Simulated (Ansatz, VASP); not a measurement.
## One calculation of Sc, two programs

```
Sc
1.0
     3.26476    0.00000    0.00000
     1.53157    2.89992    0.00000
     1.57937    0.94462    2.72663
Sc
1
Direct
  0.00000 0.00000 0.00000
```

Change from the starting cell: volume scaled by 1.06.

Alike in both runs: task single point; functional PBE; k mesh 10 × 10 × 10; occupations fermi-dirac, width 0.05 eV; no spin polarisation.

```csv
,VASP,Ansatz
version,VASP 6.6.1,Ansatz 0.2.0
potentials or method,"VASP PAW PBE potentials, release 64 (Sc_sv)",Ansatz PAW
plane-wave cutoff (eV),520,420
valence electrons in the cell,11,11
```

Ansatz gave:

| Item | Value |
| --- | --- |
| gap on the k mesh at the Fermi level (eV) | none |
| pressure (GPa) | -2.1 |
| largest component of the traceless stress (GPa) | 0.86 |

Estimate VASP's values.

gap on the k mesh at the Fermi level (eV): none; pressure (GPa): -2.1; largest component of the traceless stress (GPa): 0.87.

A gap of «none» marks a metal or a gap that the smearing closes.
